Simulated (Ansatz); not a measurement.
The reference is BaSnO3 in the cubic perovskite structure (space group Pm-3m, No. 221).

```yaml
crystal:
  lattice:
    - [4.13132, 0.00000, 0.00000]
    - [0.00000, 4.13132, 0.00000]
    - [0.00000, 0.00000, 4.13132]
  atoms:
    - { symbol: Ba, position: [0.00000, 0.00000, 0.00000] }
    - { symbol: Sn, position: [0.50000, 0.50000, 0.50000] }
    - { symbol: O, position: [0.00000, 0.50000, 0.50000] }
    - { symbol: O, position: [0.50000, 0.50000, 0.00000] }
    - { symbol: O, position: [0.50000, 0.00000, 0.50000] }
```

Computed with r2SCAN (Ansatz, a first-principles code; PAW; 500 eV plane waves; no spin-orbit coupling).

Carriers are added at fixed cell with a uniform background; the Fermi–Dirac width is that of 300 K.

One change was made to it. Results:

```csv
quantity,base,after
Fermi level relative to the doped band's edge (positive inside the band; to 0.05 eV),–,+0.25 eV
gap between the host's bands,1.56 eV,1.91 eV
gap character,"indirect, R → Γ","indirect, R → Γ"
```

Name the change that was made.
A. electrons 1.0×10^22 cm⁻³
B. holes 2.0×10^22 cm⁻³
C. holes 1.0×10^22 cm⁻³
D. electrons 2.0×10^21 cm⁻³

C, holes 1.0×10^22 cm⁻³. For comparison, the gap between the host's bands in the other runs: holes 2.0×10^22 cm⁻³ gives 2.24 eV; electrons 1.0×10^22 cm⁻³ gives 1.84 eV; electrons 2.0×10^21 cm⁻³ gives 1.65 eV.

Carriers are added with a uniform compensating background; total energy and stress of such cells depend on the potential's zero and are not compared; many-body gap narrowing is missing at this level. Whether these cells are dynamically stable was not tested.
